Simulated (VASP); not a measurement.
GaAs: single point with PBE

**The experiment to reproduce.**

“Evidence of valence band perturbations in GaAsN/GaAs(001): A combined variable-angle spectroscopic ellipsometry and modulated photoreflectance investigation”, 2008, arxiv:0805.2212 reports, for a bulk crystal of GaAs at 300 K: band gap 1.412 ± 0.01 eV (direct).

Crystal: GaAs.

```
As Ga
1.0
     0.00000    2.82685    2.82685
     2.82685    0.00000    2.82685
     2.82685    2.82685    0.00000
As Ga
1 1
Direct
  0.75000 0.75000 0.75000
  0.00000 0.00000 0.00000
```

- Program: VASP 6.6.1
- Task: single point
- Functional: PBE
- Potentials or basis: VASP PAW PBE potentials, release 64 (As, Ga_d)
- Cutoff: 520 eV
- k mesh: 8 × 8 × 8
- Occupations: gaussian, width 0.03 eV
- Spin: no spin polarisation

The pressure is 3.5 GPa and the band gap on the k mesh is 0.52 eV, direct.

Levels at points of the mesh, in eV from the valence-band top:
```
           k point  band 7  band 8  band 9  band 10  band 11  band 12
(0.00, 0.00, 0.00)    0.00    0.00    0.00     0.52     3.73     3.73
(0.50, 0.00, 0.00)   -6.64   -1.14   -1.14     1.00     4.63     4.63
(0.50, 0.50, 0.00)   -6.82   -2.68   -2.68     1.46     1.65    10.17
```

It took 29 s on 1 thread of Intel(R) Xeon(R) Platinum 8375C CPU @ 2.90GHz (Ice Lake) (shared host), peak memory 0.16 GiB.

Against the measured gap of GaAs, 1.412 eV (direct; 300 K; “Evidence of valence band perturbations in GaAsN/GaAs(001): A combined variable-angle spectroscopic ellipsometry and modulated photoreflectance investigation”, 2008, arxiv:0805.2212), the calculated 0.52 eV is off by -0.89 eV. 3 values of this kind are on record (1.412 to 1.51 eV); this one was drawn at random among those near their median, those with a stated uncertainty first. Spin-orbit coupling on As, Ga is left out. The value is that of PBE on a finite k mesh, which can miss the band edges, without temperature or zero-point motion. Semilocal functionals fall short of measured gaps as a rule.
